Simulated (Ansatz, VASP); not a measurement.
TePt: VASP beside Ansatz

```
Pt Te
1.0
     4.31898    0.00000    0.00000
    -2.15949    3.74034    0.00000
     0.00000    0.00000    5.73628
Pt Te
2 2
Direct
  0.00000 0.00000 0.00000
  0.00000 0.00000 0.50000
  0.33333 0.66667 0.25000
  0.66667 0.33333 0.75000
```

Change from the starting cell: volume scaled by 1.04.

Alike in both runs: task single point; functional PBEsol; k mesh 7 × 7 × 5; occupations fermi-dirac, width 0.05 eV; no spin polarisation.

|  | VASP | Ansatz |
| --- | --- | --- |
| version | VASP 6.6.1 | Ansatz 0.2.0 |
| potentials or method | VASP PAW PBE potentials, release 64 (Pt, Te) | Ansatz PAW |
| plane-wave cutoff (eV) | 520 | 420 |
| valence electrons in the cell | 32 | 68 |

Ansatz gave:

- gap on the k mesh at the Fermi level (eV): none
- pressure (GPa): -8.9
- largest component of the traceless stress (GPa): 1.17

Which values does VASP return?

gap on the k mesh at the Fermi level (eV): none; pressure (GPa): -9.0; largest component of the traceless stress (GPa): 1.17.

A gap of «none» marks a metal or a gap that the smearing closes. With one functional, cell and mesh, what is left measures potentials, basis and numerics. The two sets of potentials don't hold the same shells in valence.

Caveats: the PAW data sets were made with another functional, which shifts forces and pressure a little (VASP); the PAW data sets come from PBE, with cores solved anew for the run's functional, which leaves a small shift of forces and pressure (Ansatz). Spin-orbit coupling is left out, which matters for the levels of Pt, Te.
